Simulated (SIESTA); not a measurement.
Crystal: Si2Mo.

```
Mo Si
1.0
    -1.60000    1.60000    3.93050
     1.60000   -1.60000    3.93050
     1.60000    1.60000   -3.93050
Mo Si
1 2
Direct
  0.00000 0.00000 0.00000
  0.66700 0.66700 0.00000
  0.33300 0.33300 0.00000
```

* Program: SIESTA 5.4.2
* Task: single point
* Functional: PBEsol
* Potentials or basis: PseudoDojo 0.4 standard (PBEsol files)
* Basis: DZP (energy shift 0.003 Ry; two zetas on semicore shells)
* Grid cutoff: 800 Ry
* Energy shift: 0.003 Ry
* k mesh: 12 × 12 × 12
* Occupations: fermi-dirac, width 0.05 eV
* Spin: no spin polarisation

On this cell: pressure -1.3 GPa; largest force 0.285 eV/Å; band gap on the k mesh none (metal or under the smearing width).

The same run follows on a disturbed copy (atoms moved at random, drawn with an rms of 0.05 Å):

```
Mo Si
1.0
    -1.60000    1.60000    3.93050
     1.60000   -1.60000    3.93050
     1.60000    1.60000   -3.93050
Mo Si
1 2
Direct
  0.01766 0.00186 0.00664
  0.67784 0.69432 0.02500
  0.33200 0.34581 0.01150
```

**Question.** What changes?

**Answer.** The energy (extrapolated to zero smearing) moves by +19.6 meV/atom; pressure -1.0 GPa; largest force 0.941 eV/Å; band gap on the k mesh none (metal or under the smearing width).

Forces on the atoms (eV/Å):
```
Mo   0.623 -0.276 -0.361
Si  -0.500  0.043 -0.543
Si  -0.124  0.233  0.904
```

Stress tensor (GPa, compression positive):
```
-0.71 -0.32 -0.21
-0.32 -0.51  0.10
-0.21  0.10 -1.81
```

Caveats: the basis of atomic orbitals isn't converged, which shifts pressures, moduli and gaps.
